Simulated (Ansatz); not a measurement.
InSe (C2/m) from a database structure, relaxed with r2SCAN+rVV10. Space group C2/m (No. 12), monoclinic; a = 11.759 Å, b = 4.110 Å, c = 4.698 Å, β = 110.3° in the conventional setting, 26.61 Å³ an atom. In has 3 Se at 2.68–2.69 Å and 1 In at 2.79 Å; Se has 3 In at 2.68–2.69 Å.

The questions ask for values computed with the plane-wave code Ansatz on this geometry. The values are computed, non-magnetic, and not measurements.

Given (6×6×6 mesh): With r2SCAN the valence top lies at k = (0.286, 0.286, -1/3) and the conduction bottom at k = (0.404, 0.404, -0.052), 1.27 eV higher; the smallest vertical gap, at A, is 1.61 eV.

**Question.** How does the gap change from r2SCAN to LDA (6×6×6)?

**Answer.** The LDA gap is indirect, 0.77 eV (k = (0.286, 0.286, -1/3) to k = (0.404, 0.404, -0.052)), below the direct gap of 1.08 eV at k = (0.286, 0.286, -1/3). The gap differs by -0.50 eV from r2SCAN's.

**Question.** How does the gap change from r2SCAN to HSE06 (4×4×4)?

**Answer.** HSE06 gives an indirect gap of 1.56 eV, from k = (0.286, 0.286, -1/3) to k = (0.404, 0.404, -0.052); the least direct gap is 1.91 eV at k = (0.286, 0.286, -1/3). The gap differs by +0.29 eV from r2SCAN's.

**Question.** What does PBE0 give for the gap (4×4×4 mesh)?

**Answer.** PBE0 gives an indirect gap of 2.10 eV, from k = (0.286, 0.286, -1/3) to k = (0.404, 0.404, -0.052); the least direct gap is 2.47 eV at k = (0.286, 0.286, -1/3). The gap differs by +0.83 eV from r2SCAN's.

**Question.** Roughly how does the cost of the PBE+SOC run (6×6×6) compare with r2SCAN's (6×6×6)?

**Answer.** About 4 times as much (2.9 core-minutes against 50 core-seconds, on 2 threads of Arm Neoverse V1, on a shared host).

**Question.** What do these levels agree on?

**Answer.** All these functionals give a gap of the same kind, indirect.

Only the levels marked +SOC include spin-orbit coupling.

Where an edge lies off the special points, it is a point of the mesh or the k point where a search put PBE's edge or least direct gap, reused for the other functionals, whose own edges may lie a little apart.

Coordinates of k points refer to the reciprocal vectors of the primitive cell of the runs.

The meshes of the hybrids are coarse, so their gaps aren't converged to the digits shown.

PBE's own run along the path (0.97 eV) came before the search for the edges and missed one, so it isn't listed.
